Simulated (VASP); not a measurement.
A run of VASP 6.6.1 is set up as follows.

INCAR

```
PREC = Accurate
ENCUT = 520
EDIFF = 1E-7
ISMEAR = -1
SIGMA = 0.02
LREAL = Auto
LASPH = True
NELM = 100
ALGO = Fast
ISIF = 2
LWAVE = False
LCHARG = False
GGA = PE
NBANDS = 56
```

Contents of KPOINTS:

```
Automatic mesh
0
Gamma
  1 1 1
```

Contents of POSCAR:

```
H2ClF
1.0
    8.2056080000      0.0000000000      0.0000000000
    0.0000000000      8.2056080000      0.0000000000
    0.0000000000      0.0000000000      8.2056080000
F H Cl
5 10 5
Direct
    0.7621373090      0.7115499546      0.6044280936
    0.5145017895      0.0628594493      0.9532992558
    0.3963143255      0.4785507667     -0.1045504489
    0.6921242155      0.2537167264      0.5101632932
    0.7572625941     -0.0341961254      0.3838350552
    0.7708386752      0.6802177243      0.4869596500
    0.6144578196      0.1054888315      0.9987925331
    0.3925973554      0.5359505353     -0.0014867881
    0.6320067934      0.2979182042      0.5916319668
    0.6546985915      0.0269571737      0.3825554426
   -0.0582894040      0.5077868697      0.9641089362
    0.7543865122      0.6310074768      0.9749551770
    0.1918809673      0.3740856253      0.4057956461
    0.0391805214      0.8410223837     -0.0722310888
    0.8052297892      0.5065316306      0.2103683237
    0.0586793812      0.4214069207      0.8763396935
    0.6199906210      0.7421387909      0.9580764765
    0.2619306211      0.2504994145      0.3725257166
    0.1722724264      0.9123760238      0.0017061502
    0.9197246566      0.5501115822      0.3207684306
```

Potentials or basis: VASP PAW PBE potentials, release 64 (F, H, Cl).

Command:

```console
$ cat potpaw_PBE.64/F/POTCAR potpaw_PBE.64/H/POTCAR potpaw_PBE.64/Cl/POTCAR > POTCAR
$ mpirun -np 1 vasp_gam > vasp.out
```

Task: Estimate the pressure.

Result: -0.9 GPa.

Task: Predict the band gap on the k mesh.

Result: 3.83 eV, direct.

Task: What does it give for the largest force?

Result: 3.415 eV/Å.

Stress tensor (GPa, compression positive):
```
-1.76  0.06 -0.96
 0.06  0.25 -0.33
-0.96 -0.33 -1.13
```
